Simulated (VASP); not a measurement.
Runs of VASP 6.6.1 on KF (Carobbiite). It takes space group Fm-3m (No. 225, cubic). Conventional cell: a = 5.421 Å, b = 5.421 Å, c = 5.421 Å, α = 90.00°, β = 90.00°, γ = 90.00°. K (site symmetry m-3m) is surrounded by 6 F at 2.71 Å. F (site symmetry m-3m) has 6 K at 2.71 Å as nearest neighbours. 

```csv
task,cell,gap on the mesh (eV),pressure (GPa)
relaxation of the atoms,atoms relaxed from: a relaxed cell with its volume scaled by 0.94,6.27,2.1
relaxation of the atoms,atoms relaxed from: a relaxed cell with its volume scaled by 1.06,(a),-1.5
relaxation of the atoms,atoms relaxed,5.95,0.0
relaxation of cell and atoms,relaxed,5.95,0.0
relaxation of the atoms,atoms relaxed from: a relaxed cell with its volume scaled by 0.96,6.15,1.3
```

Alike in all rows: level PBE; potentials or basis VASP PAW PBE potentials, release 64 (K_sv, F); no spin polarisation; k mesh 10 × 10 × 10; cutoff (eV) 600; smearing gaussian 0.03 eV.

Q: Estimate the missing entries.

A: (a) 5.67.

Caveats: the relaxation stopped at its first step, so nothing moved.

A k mesh can miss the band edges.
